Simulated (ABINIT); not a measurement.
Crystal: HfO2.

```xyz
3
Lattice="0.0000 2.5575 2.5575 2.5575 0.0000 2.5575 2.5575 2.5575 0.0000" Properties=species:S:1:pos:R:3 pbc="T T T"
Hf    0.0000    0.0000    0.0000
O     3.8363    3.8363    3.8363
O     1.2788    1.2788    1.2788
```

Measurements of this composition are mostly on another form, of space group No. 14.

Base run:

* Program: ABINIT 10.8.3 (patched build)
* Functional: PBEsol
* Potentials or basis: JTH PAW PBE v2.0
* Cutoff: 626 eV
* k mesh: 7 × 7 × 7
* Occupations: fermi-dirac, width 0.05 eV
* Spin: no spin polarisation

Its results: band gap on the k mesh 3.79 eV, indirect (least direct gap 3.96 eV); pressure -13.1 GPa.

Q: After a change of settings the same cell gave: band gap on the k mesh 3.60 eV, direct; pressure -13.1 GPa. Which change was it?
A. functional from PBEsol to AM05; k mesh from 7 × 7 × 7 to 9 × 9 × 9
B. k mesh from 7 × 7 × 7 to 4 × 4 × 4
C. functional from PBEsol to LDA; potentials or basis from JTH PAW PBE v2.0 to JTH PAW LDA v2.0

A: B.

Caveats: some runs use coarse meshes; the PAW data sets were made with another functional, which shifts forces and pressure a little; spin-orbit coupling is left out, which moves the levels of the heavy elements; an odd mesh through Γ misses points on the zone boundary, where band edges often lie (some runs).

Runs at the PBE level aren't shown here.
